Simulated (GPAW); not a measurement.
Crystal: Ag.

```xyz
1
Lattice="-1.6557 1.6557 1.6557 1.6557 -1.6557 1.6557 1.6557 1.6557 -1.6557" Properties=species:S:1:pos:R:3 pbc="T T T"
Ag    0.0000    0.0000    0.0000
```

This isn't the form of Ag at room conditions, which is fcc.

| Item | Value |
| --- | --- |
| Program | GPAW 26.7.0 |
| Task | single point |
| Functional | PBEsol |
| Potentials or basis | PAW data sets generated in the run's folder for this functional |
| Cutoff | 600 eV |
| Basis | pw |
| k mesh | 11 × 11 × 11 |
| Occupations | fermi-dirac, width 0.05 eV |
| Spin | no spin polarisation |

On this cell: pressure -7.3 GPa; band gap on the k mesh none (metal or under the smearing width).

The same run follows on a disturbed copy (cell strained at random at fixed volume):

```
Ag
1.0
    -1.66744    1.70967    1.67800
     1.64484   -1.66248    1.60821
     1.64974    1.64478   -1.63081
Ag
1
Cartesian
  -0.0324 0.0239 -0.0218
```

Problem. What does the disturbed cell give?

Solution. The energy (extrapolated to zero smearing) moves by +2.1 meV/atom; pressure -7.2 GPa; band gap on the k mesh none (metal or under the smearing width).

Stress tensor (GPa, compression positive):
```
-7.28  0.46  0.58
 0.46 -6.95 -1.38
 0.58 -1.38 -7.40
```
